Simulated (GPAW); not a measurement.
# MgS (Niningerite) (Fm-3m) in GPAW: settings compared, part 2 of 2

GPAW 26.7.0. Earlier steps stand in the parts before.

## (6) Single point, PBE

Input file run.py:

```python
from ase import Atoms
from ase.dft.bandgap import bandgap
from ase.io import write
from ase.units import GPa
from gpaw import GPAW, PW

atoms = Atoms(['S', 'Mg'],
              cell=[[0.0, 2.60165, 2.60165],
                    [2.60165, 0.0, 2.60165],
                    [2.60165, 2.60165, 0.0]],
              scaled_positions=[[0.5, 0.5, 0.5],
                                [0.0, 0.0, 0.0]],
              pbc=True)

calc = GPAW(mode=PW(600),
            xc='PBE',
            kpts={'size': (7, 7, 7), 'gamma': True},
            occupations={'name': 'fermi-dirac', 'width': 0.05},
            nbands=16,
            maxiter=120,
            txt='gpaw.txt')
atoms.calc = calc
energy = atoms.get_potential_energy()
forces = atoms.get_forces()
stress = atoms.get_stress()
calc.write('gs.gpw')
write('result.traj', atoms)
print(f'Energy: {energy:.6f} eV')
print('Forces (eV/A):')
print(forces.round(4))
print('Stress (GPa):', (stress / GPa).round(3))
print('Fermi level:', round(calc.get_fermi_level(), 4), 'eV')
print(f'Gap: {bandgap(calc)[0]:.4f} eV, direct: {bandgap(calc, direct=True)[0]:.4f} eV')
```

Potentials or basis: GPAW PAW data sets (gpaw-data 1.2.1), pw.

On the command line:

```sh
$ OMP_NUM_THREADS=1 python run.py
```

gpaw.txt:

```text
__  _  _
 | _ |_)|_||  |
 |__||  | ||/\| - 26.7.0

Input parameters:
  mode=PW(ecut=600.0),
  kpts=MonkhorstPack(size=(7, 7, 7), gamma=True),
  maxiter=120,
  nbands=16,
  occupations=Occupations(name='fermi-dirac', width=0.05),
  xc=XC(name='PBE')

Diagonalizing LCAO Hamiltonian
Converting LCAO to pw mode

               S

       Mg

Atoms  # Å, Bohr magnetons
|   | symbol |        x |        y |        z |    initial magnetic moments |
|---|--------|----------|----------|----------|-----------------------------|
| 0 |      S | 2.601650 | 2.601650 | 2.601650 | ( 0.0000,  0.0000,  0.0000) |
| 1 |     Mg | 0.000000 | 0.000000 | 0.000000 | ( 0.0000,  0.0000,  0.0000) |

Unit cell  # Å
| periodic |        x |        y |        z |  lengths |    angles |
|----------|----------|----------|----------|----------|-----------|
|      yes | 0.000000 | 2.601650 | 2.601650 | 3.679289 | 60.000000 |
|      yes | 2.601650 | 0.000000 | 2.601650 | 3.679289 | 60.000000 |
|      yes | 2.601650 | 2.601650 | 0.000000 | 3.679289 | 60.000000 |

Number of symmetries: 48
Symmetry operations  # r_c * U_cc + t_c -> r_c
|    | kind |            matrix            |
|----|------|------------------------------|
|  0 |  σ   |  1, 0, 0,  1, 0,-1,  1,-1, 0 |
|  1 |  C2  |  1, 0, 0,  1,-1, 0,  1, 0,-1 |
|  2 |  E   |  1, 0, 0,  0, 1, 0,  0, 0, 1 |
|  3 |  σ   |  1, 0, 0,  0, 0, 1,  0, 1, 0 |
|  4 |  C4  |  1, 0,-1,  1, 0, 0,  1,-1, 0 |
|  5 |  S6  |  1, 0,-1,  1,-1, 0,  1, 0, 0 |
|  6 |  σ   |  1, 0,-1,  0, 1,-1,  0, 0,-1 |
|  7 |  C3  |  1, 0,-1,  0, 0,-1,  0, 1,-1 |
|  8 |  S6  |  1,-1, 0,  1, 0, 0,  1, 0,-1 |
|  9 |  C4  |  1,-1, 0,  1, 0,-1,  1, 0, 0 |
| 10 |  C3  |  1,-1, 0,  0,-1, 1,  0,-1, 0 |
| 11 |  σ   |  1,-1, 0,  0,-1, 0,  0,-1, 1 |
[... 166 lines left out ...]

SCF iterations
|iter     | |      energy | eigst |  dens |
|---------|-|-------------|-------|-------|
|iter:   1| |   -8.905634 | -0.10 |       |
|iter:   2| |   -8.841838 | -2.12 | -1.15 |
|iter:   3| |   -8.593156 | -1.62 | -1.18 |
|iter:   4| |   -8.599347 | -3.05 | -1.78 |
|iter:   5| |   -8.601084c| -3.72 | -2.18 |
|iter:   6| |   -8.601103c| -5.62 | -3.34 |
|iter:   7| |   -8.601106c| -6.62 | -3.78 |
|iter:   8| |   -8.601107c| -8.60c| -4.77c|

Converged in 8 steps
Energy contributions relative to reference atoms: (reference = -16307.264786)

Energy contributions:
  Kinetic:           7.247563
  Coulomb:          -5.961723
  Zero:              0.051578
  External:          0.000000
  Xc:               -9.938524
  Entropy:          -0.000000
  Spinorbit:         0.000000
  ----------------------------
  Free energy:      -8.601107
  Extrapolated:     -8.601107

dipole moment: (-7.471192, -7.471192, -7.471192)  # |e|*Ang

Fermi level: 5.868
Eigenvalues  # (at kpt = [0.000, 0.000, 0.000])
| band index |      eig [eV] | occ [0-2] |
|------------|---------------|-----------|
|          0 |       -70.204 |     2.000 |
|          1 |       -36.980 |     2.000 |
|          2 |       -36.980 |     2.000 |
|          3 |       -36.980 |     2.000 |
|          4 |        -8.031 |     2.000 |
|          5 |         4.635 |     2.000 |
[... 8 lines left out ...]
|         14 |        17.180 |     0.000 |
|         15 |        17.891 |     0.000 |

Gap: 3.006 eV
Transition (v -> c):
  (s=0, k=0, n=7, [0.00, 0.00, 0.00]) -> (s=0, k=16, n=8, [0.43, 0.43, 0.00])
Direct/indirect transitions are different
Direct gap: 3.722 eV
Transition at: (s=0, k=0, n=7, [0.00, 0.00, 0.00])

Forces  # eV/Ang
|        x |        y |        z |
|----------|----------|----------|
| -0.00000 |  0.00000 |  0.00000 |  # S    0
| -0.00000 | -0.00000 | -0.00000 |  # Mg   1

Stress tensor  # eV/Ang^3
|         x |         y |         z |
|-----------|-----------|-----------|
| -0.006373 | -0.000000 | -0.000000 |
| -0.000000 | -0.006373 | -0.000000 |
| -0.000000 | -0.000000 | -0.006373 |

# Writing to gs.gpw (mode='')
```

Wall time 8.9 s (1 thread of Arm Neoverse V1, shared host); peak memory 0.14 GiB.

What came out:

| Item | Value |
| --- | --- |
| Free energy | -8.6011 eV |
| Pressure | 1.0 GPa |
| Band gap on the k mesh | 3.01 eV, indirect (least direct gap 3.72 eV) |

Caveat: the cutoff is short for stress and forces, so pressures can be off by a GPa or more; an odd mesh through Γ misses points on the zone boundary, where band edges often lie. As with any semilocal functional, this PBE gap is likely too small.

## (7) Summary

```tsv
task	level	potentials or basis	cell	k mesh	cutoff (eV)	maxiter	optimizer	fmax	max steps	convergence	gap on the mesh (eV)	pressure (GPa)	relaxed volume (Å³/atom)
relaxation of cell and atoms	PBEsol+D3(BJ)	PAW data sets generated in the run's folder for this functional, pw	relaxed	9 × 9 × 9	800	150	BFGS	0.02 eV/Å	60	density=1e-05 forces=0.0001	2.95	0.2	16.74
relaxation of cell and atoms	PBEsol+D3(BJ)+ATM	PAW data sets generated in the run's folder for this functional, pw	relaxed	9 × 9 × 9	800	150	BFGS	0.02 eV/Å	60	density=1e-05 forces=0.0001	2.93	0.1	16.84
relaxation of cell and atoms	PBEsol+D4	PAW data sets generated in the run's folder for this functional, pw	relaxed	9 × 9 × 9	800	150	BFGS	0.02 eV/Å	60	density=1e-05 forces=0.0001	2.91	0.1	17.07
single point	PBEsol	PAW data sets generated in the run's folder for this functional, pw	as given	7 × 7 × 7	600	120	-	-	-	default	2.93	-0.9	-
single point	PBE	GPAW PAW data sets (gpaw-data 1.2.1), pw	as given	7 × 7 × 7	600	120	-	-	-	default	3.01	1.0	-
```

Alike in all rows: no spin polarisation; smearing fermi-dirac 0.05 eV.

Caveats: an odd mesh through Γ misses points on the zone boundary, where band edges often lie; later steps reuse the first step's grids (some runs); the cutoff is short for stress and forces, so pressures can be off by a GPa or more (some runs).

Absolute energies hang on the potentials; compare differences alone.
